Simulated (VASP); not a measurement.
## Si: relaxation of cell and atoms with LDA

Si:

```xyz
1
Lattice="0.0000 1.9071 1.9071 1.9071 0.0000 1.9071 1.9071 1.9071 0.0000" Properties=species:S:1:pos:R:3 pbc="T T T"
Si    1.9071    3.8143    1.9071
```

The cell was built by a generator and needn't be a form met in nature.

* Program: VASP 6.6.1
* Task: relaxation of cell and atoms
* Functional: LDA
* Potentials or basis: VASP PAW LDA potentials, release 64 (Si)
* Cutoff: 600 eV
* k mesh: 16 × 16 × 16
* Occupations: methfessel-paxton, width 0.1 eV
* Spin: no spin polarisation
* Further INCAR settings: ALGO = Normal; EDIFF = 1e-07; IBRION = 2; EDIFFG = -0.005; NSW = 90; ISIF = 3

```yaml
Relaxed_volume: 13.89 Å³/atom
Relaxed_cell: a = 2.698 Å, b = 2.698 Å, c = 2.698 Å, α = 60.00°, β = 60.00°, γ = 60.00°
Space_group_after_relaxing_to_0.05_Å: Fm-3m (No. 225)
Energy_gained_by_relaxing: 0.0 meV/atom
Ionic_steps: 2
Pressure_after_relaxing: 0.0 GPa
Band_gap_on_the_k_mesh: none (metal or under the smearing width)
```

Final structure:
```yaml
crystal:
  lattice:
    - [0.00000, 1.90808, 1.90808]
    - [1.90808, 0.00000, 1.90808]
    - [1.90808, 1.90808, 0.00000]
  atoms:
    - { symbol: Si, position: [0.00000, 0.00000, 0.00000] }
```

Levels at points of the mesh, in eV from the Fermi level:
```csv
k point,band 1,band 2,band 3,band 4,band 5,band 6
"(0.00, 0.00, 0.00)",-14.80,11.43,11.43,11.43,12.04,12.04
"(0.50, 0.00, 0.00)",-7.74,-7.19,8.78,8.78,10.94,10.94
"(0.50, 0.50, 0.00)",-5.54,-4.56,3.25,3.25,4.36,6.99
```

Wall time 16 s on 1 thread of AMD EPYC 7R13 Processor (Zen 3) (shared host), peak memory 0.1 GiB.
